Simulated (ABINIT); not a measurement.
# Sb (Im-3m) in ABINIT: equation of state

Aim: energy against volume of Sb in PBEsol, for its equilibrium volume and stiffness.

Program: ABINIT 10.8.3 (patched build). These are calculated values, not measurements. Logs are shortened: lines on timing, memory, paths and dates and some standing lists are left out, and cuts for length are marked. The log counts tension as positive stress, the text compression.

## Step 1: Starting point

It takes space group Im-3m (No. 229, cubic). The conventional cell has a = 3.743 Å, b = 3.743 Å, c = 3.743 Å, α = 90.00°, β = 90.00°, γ = 90.00°. Sb (site symmetry m-3m) is surrounded by 8 Sb at 3.24 Å.

This isn't the form of Sb at room conditions, which is rhombohedral.

## Step 2: Equation of state, PBEsol

run.abi

```
ndtset 7
getwfk -1
scalecart1 3*0.9795861087
scalecart2 3*0.9864848297
scalecart3 3*0.9932883884
scalecart4 3*1.0000000000
scalecart5 3*1.0066227096
scalecart6 3*1.0131594038
scalecart7 3*1.0196128224

pp_dirpath "./"
pseudos "Sb.upf"

acell 3*1.0 Angstrom
rprim
    -1.8713408863     1.8713408863     1.8713408863
     1.8713408863    -1.8713408863     1.8713408863
     1.8713408863     1.8713408863    -1.8713408863
ntypat 1
znucl 51
natom 1
typat 1
xred
     0.0000000000     0.0000000000     0.0000000000

ecut 40.0

kptopt 1
ngkpt 10 10 10
nshiftk 1
shiftk 0.0 0.0 0.0

ixc -116133

nband 12
occopt 3
tsmear 0.05 eV

nstep 100
tolvrs 1.0e-10

iomode 3
prtwf 1
prtden 0
prteig 0
prtebands 0
enunit 1
```

Potentials or basis: PseudoDojo NC SR PBEsol v0.4.1 standard.

Launch:

```bash
$ abinit run.abi > log 2>&1
```

run.abo:

```text
.Version 10.8.3 of ABINIT
 DATASET    1 : space group Im -3 m (#229); Bravais cI (body-center cubic)
================================================================================
 Values of the parameters that define the memory need for DATASET  1.
     intxc =       0    ionmov =       0      iscf =       7    lmnmax =       6
     lnmax =       6     mgfft =      36  mpssoang =       3    mqgrid =    3001
     natom =       1  nloc_mem =       1    nspden =       1   nspinor =       1
    nsppol =       1      nsym =      48    n1xccc =    2501    ntypat =       1
    occopt =       3   xclevel =       2
       mpw =        2022          nfft =       46656          nkpt =          47
================================================================================
================================================================================
[... 61 lines left out ...]
 DATASET    7 : space group Im -3 m (#229); Bravais cI (body-center cubic)
================================================================================
 Values of the parameters that define the memory need for DATASET  7.
     intxc =       0    ionmov =       0      iscf =       7    lmnmax =       6
     lnmax =       6     mgfft =      36  mpssoang =       3    mqgrid =    3001
     natom =       1  nloc_mem =       1    nspden =       1   nspinor =       1
    nsppol =       1      nsym =      48    n1xccc =    2501    ntypat =       1
    occopt =       3   xclevel =       2
       mpw =        2290          nfft =       46656          nkpt =          47
================================================================================
================================================================================

--------------------------------------------------------------------------------
------------- Echo of variables that govern the present computation ------------
--------------------------------------------------------------------------------
 -outvars: echo values of preprocessed input variables --------
            acell      1.8897261259E+00  1.8897261259E+00  1.8897261259E+00 Bohr
              amu      1.21753000E+02
             ecut      4.00000000E+01 Hartree
           enunit           1
           getwfk          -1
              ixc     -116133
           jdtset        1    2    3    4    5    6    7
         kptrlatt       10    0    0      0   10    0      0    0   10
          kptrlen1     6.00005207E+01
          kptrlen2     6.04230735E+01
          kptrlen3     6.08397975E+01
          kptrlen4     6.12508897E+01
          kptrlen5     6.16565365E+01
          kptrlen6     6.20569148E+01
[... 25 lines left out ...]
            rprim5    -1.8837342336E+00  1.8837342336E+00  1.8837342336E+00
                       1.8837342336E+00 -1.8837342336E+00  1.8837342336E+00
                       1.8837342336E+00  1.8837342336E+00 -1.8837342336E+00
            rprim6    -1.8959666167E+00  1.8959666167E+00  1.8959666167E+00
                       1.8959666167E+00 -1.8959666167E+00  1.8959666167E+00
                       1.8959666167E+00  1.8959666167E+00 -1.8959666167E+00
            rprim7    -1.9080431628E+00  1.9080431628E+00  1.9080431628E+00
                       1.9080431628E+00 -1.9080431628E+00  1.9080431628E+00
                       1.9080431628E+00  1.9080431628E+00 -1.9080431628E+00
          spgroup         229
           tolvrs      1.00000000E-10
           tsmear      1.83746611E-03 Hartree
            typat      1
            znucl       51.00000

================================================================================

 chkinp: Checking input parameters for consistency, jdtset=   1.

 chkinp: Checking input parameters for consistency, jdtset=   2.
[... 29 lines left out ...]
 getcut: wavevector=  0.0000  0.0000  0.0000  ngfft=  36  36  36
         ecut(hartree)=     40.000   => boxcut(ratio)=   2.10743

--- Pseudopotential description ------------------------------------------------
- pspini: atom type   1  psp file is ./Sb.upf
12 -116133 2 -1 1434                          pspcod,pspxc,lmax,lloc,mmax
     nproj     2     2     2

   3.95346149E+02                                ecore*ucvol(ha*bohr**3)
--------------------------------------------------------------------------------

================================================================================

--- !BeginCycle
iteration_state: {dtset: 1, }
solver: {iscf: 7, nstep: 100, nline: 4, wfoptalg: 0, }
tolerances: {tolvrs: 1.00E-10, }
...
[... 915 lines left out ...]
-Cartesian components of stress tensor (GPa)         [Pressure= -3.5252E+00 GPa]
- sigma(1 1)=  3.52519769E+00  sigma(3 2)=  0.00000000E+00
- sigma(2 2)=  3.52519769E+00  sigma(3 1)=  0.00000000E+00
- sigma(3 3)=  3.52519769E+00  sigma(2 1)=  0.00000000E+00

== END DATASET(S) ==============================================================
================================================================================

 -outvars: echo values of variables after computation  --------
            acell      1.8897261259E+00  1.8897261259E+00  1.8897261259E+00 Bohr
           etotal1    -9.0775242166E+01
           etotal2    -9.0775719637E+01
           etotal3    -9.0775996495E+01
           etotal4    -9.0776092182E+01
           etotal5    -9.0776023070E+01
           etotal6    -9.0775806398E+01
           etotal7    -9.0775457237E+01
            fcart1    -0.0000000000E+00 -0.0000000000E+00 -0.0000000000E+00
            fcart2    -0.0000000000E+00 -0.0000000000E+00 -0.0000000000E+00
            fcart3    -0.0000000000E+00 -0.0000000000E+00 -0.0000000000E+00
            fcart4    -0.0000000000E+00 -0.0000000000E+00 -0.0000000000E+00
            fcart5    -0.0000000000E+00 -0.0000000000E+00 -0.0000000000E+00
            fcart6    -0.0000000000E+00 -0.0000000000E+00 -0.0000000000E+00
            fcart7    -0.0000000000E+00 -0.0000000000E+00 -0.0000000000E+00
            rprim1    -1.8331395369E+00  1.8331395369E+00  1.8331395369E+00
                       1.8331395369E+00 -1.8331395369E+00  1.8331395369E+00
                       1.8331395369E+00  1.8331395369E+00 -1.8331395369E+00
[... 17 lines left out ...]
                       1.9080431628E+00  1.9080431628E+00 -1.9080431628E+00
           strten1    -1.6138257884E-04 -1.6138257884E-04 -1.6138257884E-04
                       0.0000000000E+00  0.0000000000E+00  0.0000000000E+00
           strten2    -1.0178324501E-04 -1.0178324501E-04 -1.0178324501E-04
                       0.0000000000E+00  0.0000000000E+00  0.0000000000E+00
           strten3    -4.7881109173E-05 -4.7881109173E-05 -4.7881109173E-05
                       0.0000000000E+00  0.0000000000E+00  0.0000000000E+00
           strten4     7.8607596395E-07  7.8607596395E-07  7.8607596395E-07
                       0.0000000000E+00  0.0000000000E+00  0.0000000000E+00
           strten5     4.4789285641E-05  4.4789285641E-05  4.4789285641E-05
                       0.0000000000E+00  0.0000000000E+00  0.0000000000E+00
           strten6     8.4361611227E-05  8.4361611227E-05  8.4361611227E-05
                       0.0000000000E+00  0.0000000000E+00  0.0000000000E+00
           strten7     1.1981903422E-04  1.1981903422E-04  1.1981903422E-04
                       0.0000000000E+00  0.0000000000E+00  0.0000000000E+00
 Calculation completed.
```

Wall time 2.3 min (1 thread of Arm Neoverse V2, shared host); peak memory 0.11 GiB.

What came out:

```
Equilibrium volume                      : 26.25 Å³/atom
Bulk modulus                            : 68 GPa
Pressure derivative of the bulk modulus : 4.1
```

Energy against volume, from the lowest point:
```
volume (Å³/atom)  energy (meV/atom)
          24.640              23.13
          25.165              10.14
          25.689               2.60
          26.213               0.00
          26.737               1.88
          27.262               7.78
          27.786              17.28
```

Caveat: pressures at fixed basis lie under the slope of the energies. Spin-orbit coupling is left out, which matters for the levels of Sb.
